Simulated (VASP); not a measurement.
Set up this calculation in VASP 6.6.1, as the native input.

| Quantity | Value |
| --- | --- |
| Task | relaxation of cell and atoms |
| Functional | LDA |
| Potentials or basis | VASP PAW LDA potentials, release 64 (W_sv, Si) |
| Cutoff | 600 eV |
| k mesh | 6 × 6 × 4 |
| Occupations | gaussian, width 0.02 eV |
| Spin | no spin polarisation |
| Ladder | gaps |
| Further INCAR settings | ALGO = Fast; EDIFF = 1e-07; IBRION = 2; EDIFFG = -0.01; NSW = 60; ISIF = 3 |

The structure of Si2W lies in POSCAR:

```
Si2W
1.0
    4.6168523821      0.0000000000      0.0000000000
   -2.3084261911      3.9983114484      0.0000000000
    0.0000000000      0.0000000000      6.6532220000
W Si
3 6
Direct
    0.5000000000      0.0000000000      0.5000000000
    0.5000000000      0.5000000000      0.8333333333
    0.0000000000      0.5000000000      0.1666666667
    0.3272520000      0.1636260000      0.1666666667
    0.8363740000      0.1636260000      0.8333333333
    0.1636260000      0.3272520000      0.5000000000
    0.6727480000      0.8363740000      0.1666666667
    0.1636260000      0.8363740000      0.8333333333
    0.8363740000      0.6727480000      0.5000000000
```

Measurements of this composition are mostly on another form, of space group No. 139.

The input as run:

INCAR

```
SYSTEM = Si2W
PREC     = Accurate       ! precision mode
ENCUT    = 600            ! plane-wave cutoff, eV
EDIFF    = 1E-7           ! SCF threshold, eV
ISMEAR   = 0              ! smearing method
SIGMA    = 0.02           ! smearing width, eV
LREAL    = .False.        ! projectors in reciprocal space
LASPH    = .True.         ! aspherical terms in the spheres
NELM     = 100            ! most SCF steps
ALGO     = Fast           ! electronic algorithm
ISIF     = 3              ! what is computed and relaxed
LWAVE    = .False.        ! write WAVECAR
LCHARG   = .False.        ! write CHGCAR
IBRION   = 2              ! ionic algorithm
NSW      = 60             ! ionic steps
EDIFFG   = -0.01          ! ionic threshold
KPAR     = 4
```

KPOINTS

```
Automatic mesh
0
Gamma
  6 6 4
  0 0 0
```

Potentials or basis: VASP PAW LDA potentials, release 64 (W_sv, Si).

The run is started by

```bash
$ cat potpaw_LDA.64/W_sv/POTCAR potpaw_LDA.64/Si/POTCAR > POTCAR
$ mpirun -np 4 vasp_std > vasp.out
```

Results of the run:

```
Relaxed volume                         : 13.13 Å³/atom
Relaxed cell                           : a = 4.556 Å, b = 4.556 Å, c = 6.572 Å, α = 90.00°, β = 90.00°, γ = 120.00°
Space group after relaxing (to 0.05 Å) : P6_222 (No. 180)
Energy gained by relaxing              : 14.2 meV/atom
Ionic steps                            : 8
Pressure after relaxing                : 0.0 GPa
Band gap on the k mesh                 : none (metal or under the smearing width)
```

Wall time 7.7 min on 4 MPI ranks on AMD EPYC 7R43 64-Core Processor (Zen 3) (shared host), peak memory 0.26 GiB a rank.
